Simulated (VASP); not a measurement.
Input of a VASP 6.6.1 run:

File POSCAR:

```
LiF
1.0
    0.0000000000      1.9983100000      1.9983100000
    1.9983100000      0.0000000000      1.9983100000
    1.9983100000      1.9983100000      0.0000000000
Li F
1 1
Direct
    0.0000000000      0.0000000000      0.0000000000
    0.5000000000      0.5000000000      0.5000000000
```

Contents of INCAR.step1:

```
ALGO     = Normal         # electronic algorithm
EDIFF    = 1E-5           # SCF threshold, eV
ENCUT    = 520            # plane-wave cutoff, eV
GGA      = PE             # functional
ISIF     = 2              # what is computed and relaxed
ISMEAR   = 0              # smearing method
LASPH    = T              # aspherical terms in the spheres
LCHARG   = F              # write CHGCAR
LREAL    = F              # projectors in reciprocal space
LWAVE    = T              # write WAVECAR
NBANDS   = 12             # bands
NELM     = 100            # most SCF steps
PREC     = Accurate       # precision mode
SIGMA    = 0.02           # smearing width, eV
```

INCAR.step2

```
AEXX     = 0.25           # exact-exchange fraction
ALGO     = Normal         # electronic algorithm
EDIFF    = 1E-6           # SCF threshold, eV
ENCUT    = 520            # plane-wave cutoff, eV
GGA      = PE             # functional
HFRCUT   = -1           
ISIF     = 2              # what is computed and relaxed
ISMEAR   = 0              # smearing method
ISTART   = 1            
LASPH    = T              # aspherical terms in the spheres
LCHARG   = F              # write CHGCAR
LHFCALC  = T              # exact exchange
LREAL    = F              # projectors in reciprocal space
LWAVE    = F              # write WAVECAR
NBANDS   = 12             # bands
NELM     = 100            # most SCF steps
PREC     = Accurate       # precision mode
PRECFOCK = Fast         
SIGMA    = 0.02           # smearing width, eV
```

File KPOINTS:

```
k-points
0
Gamma
  8 8 8
```

Potentials or basis: VASP PAW PBE potentials, release 64 (Li_sv, F).

The run is started by

```bash
$ cat potpaw_PBE.64/Li_sv/POTCAR potpaw_PBE.64/F/POTCAR > POTCAR
$ cp INCAR.step1 INCAR
$ mpirun -np 1 vasp_std > vasp.out
$ cp INCAR.step2 INCAR
$ mpirun -np 1 vasp_std > vasp.out
```

(1) What does it give for the band gap on the k mesh?

Answers

(1) 12.38 eV, direct.
